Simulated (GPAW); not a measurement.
# Tb in GPAW: convergence with smearing width (eV)

Input of the first run (smearing width (eV) 0.5); the others differ in this setting and in those tied to it:

run.py

```python
from ase import Atoms
from ase.dft.bandgap import bandgap
from ase.io import write
from ase.units import GPa
from gpaw import GPAW, PW

atoms = Atoms(['Tb'],
              cell=[[-2.01, 2.01, 2.01],
                    [2.01, -2.01, 2.01],
                    [2.01, 2.01, -2.01]],
              scaled_positions=[[0.0, 0.0, 0.0]],
              pbc=True)
atoms.set_initial_magnetic_moments([6.0])

calc = GPAW(mode=PW(800),
            xc='LDA',
            kpts={'size': (7, 7, 7), 'gamma': True},
            occupations={'name': 'methfessel-paxton', 'width': 0.5, 'order': 1},
            nbands=21,
            convergence={'density': 1e-05, 'energy': 1e-05},
            maxiter=100,
            txt='gpaw.txt')
atoms.calc = calc
energy = atoms.get_potential_energy()
forces = atoms.get_forces()
stress = atoms.get_stress()
calc.write('gs.gpw')
write('result.traj', atoms)
print(f'Energy: {energy:.6f} eV')
print('Forces (eV/A):')
print(forces.round(4))
print('Stress (GPa):', (stress / GPa).round(3))
print('Moments:', calc.get_magnetic_moments().round(3))
print('Fermi level:', round(calc.get_fermi_level(), 4), 'eV')
print(f'Gap: {bandgap(calc)[0]:.4f} eV, direct: {bandgap(calc, direct=True)[0]:.4f} eV')
```

Potentials or basis: the program's PAW data sets (release 1.2.1) made for this functional, pw.

The run is started by

```console
$ OMP_NUM_THREADS=1 python run.py
```

This isn't the form of Tb at room conditions, which is hcp.

Hardware: 1 thread of Arm Neoverse V1, on a shared host.

Task: The values tried are 0.5, 0.3, 0.2, 0.15, 0.1, 0.05, 0.025, 0.01, loosest first. From which on does the pressure stay within 0.1 GPa of the tightest run that finished?

Result: From 0.1 on.

| smearing width (eV) | energy less the tightest run, at zero smearing (meV/atom) | pressure (GPa) | SCF cycles | CPU time (s) | peak memory (GiB) |
| --- | --- | --- | --- | --- | --- |
| 0.5 | -48.03 | -3.44 | 15 | 45 | 0.19 |
| 0.3 | -8.45 | -4.07 | 16 | 46 | 0.19 |
| 0.2 | -3.42 | -4.41 | 15 | 45 | 0.19 |
| 0.15 | -3.70 | -4.54 | 15 | 46 | 0.19 |
| 0.1 | -2.34 | -4.62 | 15 | 46 | 0.19 |
| 0.05 | -1.02 | -4.71 | 17 | 51 | 0.19 |
| 0.025 | -0.32 | -4.71 | 16 | 49 | 0.19 |
| 0.01 | 0.00 | -4.71 | 16 | 50 | 0.19 |

Against the tightest run, the energy stays within 1 meV/atom from 0.025 on. Narrower smearing needs a denser k mesh, so at a fixed mesh the narrowest width isn't the most accurate. The tightest run that finished is the yardstick and may itself not be fully converged.

Caveat, for the tightest run too: one-centre terms of the f shell are cut off; the magnetic or orbital state may not be the lowest; this smearing can pin the Fermi level at a band edge; spin-orbit coupling is left out, which moves the levels of the heavy elements. The state reached can hang on the start; a lower one may exist.
